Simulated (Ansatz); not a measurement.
**Ge under changes of volume**

One of the cells (22.639 Å³/atom); the others are scaled copies at fixed shape and fractional positions:

```xyz
2
Lattice="0.0000 2.8289 2.8289 2.8289 0.0000 2.8289 2.8289 2.8289 0.0000" Properties=species:S:1:pos:R:3 pbc="T T T"
Ge    4.2434    4.2434    4.2434
Ge    2.8289    2.8289    2.8289
```

* Program: Ansatz 0.2.0
* Functional: PBE
* Potentials or basis: Ansatz NC
* Cutoff: 1061 eV (not typed: the program's choice for these potentials)
* k mesh: 8 × 8 × 8
* Occupations: fermi-dirac, width 0.05 eV
* Spin: no spin polarisation

```tsv
volume (Å³/atom)	energy over the lowest point (meV/atom)	pressure (GPa)
21.281	?	?
21.733	44.13	7.1
22.186	26.77	5.3
22.639	14.19	3.7
23.092	5.73	2.3
23.545	1.13	1.0
23.997	0.00	-0.2
```

**Question.** What does the run at 21.281 Å³/atom give?

**Answer.** Energy over the lowest point 66.91 meV/atom; pressure 9.1 GPa.

Worked out: A Birch-Murnaghan fit of order 3 (a polynomial in V^(-2/3)) to the other rows has its minimum at 23.93 Å³/atom with B0 = V·E''(V) = 59 GPa and B' = 4.3. It gives 66.58 meV/atom at 21.281 Å³/atom, against the run's 66.91, and -dE/dV = 8.9 GPa, against 9.1.

Energies are extrapolated to zero smearing.
